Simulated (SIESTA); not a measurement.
The system is Ti.

```xyz
1
Lattice="-1.6410 1.6410 1.6410 1.6410 -1.6410 1.6410 1.6410 1.6410 -1.6410" Properties=species:S:1:pos:R:3 pbc="T T T"
Ti    0.0000    0.0000    0.0000
```

This isn't the form of Ti at room conditions, which is hcp.

Base run:

| Property | Result |
| --- | --- |
| Program | SIESTA 5.4.2 |
| Functional | PBE |
| Potentials or basis | PseudoDojo 0.4 standard (PBE files) |
| Basis | DZP (energy shift 0.002 Ry) |
| Grid cutoff | 800 Ry |
| Energy shift | 0.002 Ry |
| k mesh | 11 × 11 × 11 |
| Occupations | fermi-dirac, width 0.05 eV |
| Spin | no spin polarisation |

Its results: band gap on the k mesh none (metal or under the smearing width); pressure -2.4 GPa.

Task: The run is repeated on the same cell with these changes: basis from DZP (energy shift 0.002 Ry) to DZ (energy shift 0.002 Ry). What comes out?

Result: Band gap on the k mesh none (metal or under the smearing width); pressure -5.5 GPa.

Caveats: semicore shells carry a single zeta, which can move pressures by several GPa and volumes by a few percent; the basis of atomic orbitals isn't converged, which shifts pressures, moduli and gaps; the basis has no polarisation orbitals (some runs).
